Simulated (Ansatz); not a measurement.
CdSe (Cadmoselite):

```
Cd Se
1.0
     4.30000    0.00000    0.00000
    -2.15000    3.72391    0.00000
     0.00000    0.00000    7.02000
Cd Se
2 2
Direct
  0.66667 0.33333 0.50000
  0.33333 0.66667 0.00000
  0.66667 0.33333 0.88500
  0.33333 0.66667 0.38500
```

Below is the output of Ansatz 0.2.0 for this cell. Logs are shortened: lines on timing, memory, paths and dates and some standing lists are left out, and cuts for length are marked.

```text
Warning: RAYON_NUM_THREADS=2 ignored (pool sized by the plan → 2); use --threads N
Engine: ansatz 0.2.0, x86_64-unknown-linux-gnu
Pseudopotentials: kind: paw
Pseudopotential: Cd, paw, valence charge 20, recommended cutoff 420 eV (normal), Cd.paw.azcp
Pseudopotential: Se, paw, valence charge 16, recommended cutoff 420 eV (normal), Se.paw.azcp
Functional definition: PBE
  parameter kappa = 0.804
  parameter beta = 0.06672455060314922
  exchange = pbe_x(kappa = kappa, mu = beta*pi^2/3)
  correlation = pbe_c(beta = beta)
Crystal: 4 atoms, lattice volume = 112.410 Å³
Basis set: ecut = 420 eV, 2189 PW (Γ), exchange–correlation on 60×60×96 points (8 copies of the dense FFT grid, shifted against one another)
Bands: 44, of which v1, the nominal top of the filled ones, is band 36 counted from 1 (35 counted from 0)
Symmetry: 12 space group operations
Space group: P63mc (ITA 186), of the structure as read, at distance tolerance 4.8e-5 Å
k-points: 42 of 500 (time reversal used)
Non-local potential: Cd, projectors of the file, l = 0: 3, l = 1: 2, l = 2: 2, l = 3: 1
Non-local potential: Se, projectors of the file, l = 0: 2, l = 1: 2, l = 2: 3, l = 3: 1
PAW form: soft (Blöchl's): semilocal exchange-correlation on the pseudo side does not see the compensation charge
PAW one-centre angular grid: Cd, 590 points (default); XC on 64 Gauss nodes
PAW one-centre angular grid: Se, 590 points (default); XC on 64 Gauss nodes
Initial density: superposition of atomic densities (neutral atoms: chi_scale 0, normalization atom), corrected by the library's trained network
Initial wavefunctions: pseudopotential atomic-orbital guess
[... 13 lines left out ...]
Free energy (F): -27449.512694 eV
Harris-Foulkes:  -27449.512694 eV  (|F-HF|=8.48e-9)
Internal energy: -27449.512686 eV  (E = F + TS)
E sigma→0 (E₀):  -27449.512690 eV
Entropy (-TS):   -0.000008 eV (-0.002 meV/atom)
Fermi energy:    7.876345 eV
--- Per-component energies (eV) ---
  E_band       = -1779.282803
  E_kinetic    = 1248.236485
  E_local      = -12776.405753  (includes V_loc(G=0)·N_el)
  E_nonlocal   = -1124.726730
  E_hartree    = 6078.023865
  E_xc         = -562.480797
  E_vxc        = -640.392141  (∫ρ·V_xc dr)
  E_paw        = -11989.155836  (= ΣΔE_a)
  E_vpaw       = -642.057424  (= ΣTr[D̂ρ^β])
  E_aug_tail   = -0.001150  (compensation charges beyond the density's cutoff)
  E_ewald      = -8323.002769
  E_smearing   = -0.000008  (= −TS)
  E_closure    = -0.000000  (closes the sum)
  Σ components = -27449.512694   (vs F -27449.512694, Δ=0.00e0)
--- Forces (eV/Å), atoms counted from 1 ---
  atom   1  Cd    -0.00000000     0.00000000     0.28133189
  atom   2  Cd     0.00000000    -0.00000000     0.28133189
  atom   3  Se     0.00000000     0.00000000    -0.28132605
  atom   4  Se    -0.00000000    -0.00000000    -0.28132605
  max |Σ_I F_I| component: 1.17e-5 eV/Å
--- Stress (GPa, compression-positive) ---
        3.683287       0.000000       0.000000
       -0.000000       3.683287      -0.000000
        0.000000       0.000000       1.669967
  P = ⅓ Tr σ = 3.0122 GPa (30.122 kbar)
--- Band table (eV; the first three rows and the last of 42) ---
  k-point 0: bands = ["-94.1409", "-94.1409", "-55.2113", "-55.2110", "-55.2106", "-55.2106", "-55.2105", "-55.2105", "-39.1629", "-39.1629", "-39.1629", "-39.1629", "-39.1521", "-39.1521", "-39.1520", "-39.1520", "-39.1515", "-39.1515", "-5.1165", "-4.7495", "-0.4514", "-0.4514", "-0.3957", "-0.3957", "-0.3882", "-0.0925", "-0.0925", "-0.0281", "-0.0281", "0.2525", "3.2441", "6.7604", "6.7604", "7.4650", "7.4761", "7.4761", "8.1791", "9.5995", "13.3658", "13.3658", "13.6203", "14.4757", "14.4757"]
  k-point 1: bands = ["-94.1409", "-94.1409", "-55.2113", "-55.2110", "-55.2105", "-55.2105", "-55.2105", "-55.2105", "-39.1629", "-39.1629", "-39.1629", "-39.1629", "-39.1521", "-39.1521", "-39.1520", "-39.1520", "-39.1515", "-39.1515", "-5.0812", "-4.7839", "-0.4475", "-0.4475", "-0.4025", "-0.4025", "-0.3624", "-0.0851", "-0.0851", "-0.0330", "-0.0330", "0.1291", "3.5786", "6.5917", "6.8239", "6.8239", "7.4023", "7.4023", "8.9780", "9.6687", "13.2847", "13.4167", "13.4167", "14.2890", "14.2890"]
  k-point 2: bands = ["-94.1409", "-94.1409", "-55.2112", "-55.2111", "-55.2105", "-55.2105", "-55.2105", "-55.2105", "-39.1629", "-39.1629", "-39.1629", "-39.1629", "-39.1521", "-39.1521", "-39.1520", "-39.1520", "-39.1515", "-39.1515", "-4.9888", "-4.8750", "-0.4358", "-0.4358", "-0.4187", "-0.4187", "-0.2725", "-0.0985", "-0.0671", "-0.0671", "-0.0472", "-0.0472", "4.4026", "5.4598", "6.9946", "6.9946", "7.2151", "7.2151", "9.6957", "9.8074", "13.0789", "13.5957", "13.5957", "13.7036", "13.9161"]
  k-point 41: bands = ["-94.1408", "-94.1408", "-55.2111", "-55.2111", "-55.2107", "-55.2107", "-55.2107", "-55.2107", "-39.1630", "-39.1630", "-39.1630", "-39.1630", "-39.1521", "-39.1521", "-39.1521", "-39.1520", "-39.1514", "-39.1514", "-4.6548", "-4.6408", "-0.3010", "-0.2680", "-0.2552", "-0.2497", "-0.1081", "-0.1027", "-0.0756", "-0.0709", "0.3314", "0.3640", "3.3559", "3.4182", "4.8836", "5.2644", "6.2490", "6.4274", "11.2620", "11.4539", "12.9807", "13.4855", "13.6065", "14.0456", "15.7561"]
```

Problem. What input gives this log?

Solution. Single point with PBE, no spin polarisation. The files as run (others can give the same):

input.yaml
```yaml
crystal:
  lattice:
    - [4.3, 0.0, 0.0]
    - [-2.15, 3.7239092363, 0.0]
    - [0.0, 0.0, 7.02]
  atoms:
    - { symbol: Cd, position: [0.6666666667, 0.3333333333, 0.5] }
    - { symbol: Cd, position: [0.3333333333, 0.6666666667, 0.0] }
    - { symbol: Se, position: [0.6666666667, 0.3333333333, 0.885] }
    - { symbol: Se, position: [0.3333333333, 0.6666666667, 0.385] }
hamiltonian:
  xc: pbe
  pseudopotentials: { kind: paw }
kpoints:
  mp_grid: { grid: [10, 10, 5] }
scf:
  occupations: { method: fermi_dirac, width: 0.05 }
output:
  forces: true
  stress: true
  eigenvalues: true
```

Potentials or basis: Ansatz PAW.
Run with:
```bash
$ ansatz run input.yaml --threads 2 --pin off --max-ram 5120MiB --backend cpu --events-out ev --progress --plain --runs-dir out
```

Caveat: odd divisions of the mesh miss points on the zone boundary, where band edges often lie, so the gap on the mesh can be too wide.
